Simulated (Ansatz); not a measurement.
A distorted cell of CaF$_{2}$ (fluorite):

```yaml
crystal:
  lattice:
    - [0.00000, 5.51096, 5.51096]
    - [2.75548, 0.00000, 2.75548]
    - [2.75548, 2.75548, 0.00000]
  atoms:
    - { symbol: Ca, position: [0.97565, 0.01623, 0.01623] }
    - { symbol: Ca, position: [0.52435, 0.98377, 0.98377] }
    - { symbol: F, position: [0.09671, 0.26886, 0.26886] }
    - { symbol: F, position: [0.65329, 0.23114, 0.23114] }
    - { symbol: F, position: [0.40329, 0.73114, 0.73114] }
    - { symbol: F, position: [0.84671, 0.76886, 0.76886] }
```

All values below come from PBE (plane waves to 420 eV, PAW, scalar-relativistic; Ansatz, a quantum-chemistry and plane-wave program). k mesh 5×10×10 (Γ-centred), Fermi-Dirac smearing 0.05 eV. Compression counts positive. CaF2 was relaxed with its symmetry unable to fall.

### Question
What forces act on the atoms (eV/Å, Cartesian)?

### Answer
| atom | Fx | Fy | Fz |
|---|---|---|---|
| Ca1 | -1.154 | 1.154 | 1.154 |
| Ca2 | 1.154 | -1.154 | -1.154 |
| F3 | -0.150 | 0.150 | 0.150 |
| F4 | 1.012 | -1.012 | -1.012 |
| F5 | 0.150 | -0.150 | -0.150 |
| F6 | -1.012 | 1.012 | 1.012 |

### Question
What is the stress tensor (GPa)?

### Answer
```
   4.74    -3.45    -3.45
  -3.45     4.74     3.45
  -3.45     3.45     4.74
```
The pressure, a third of the trace, is 4.74 GPa.

(For displaced atoms, the force is minus the slope of the energy, and its curvature is a force constant, which sets phonon frequencies.)
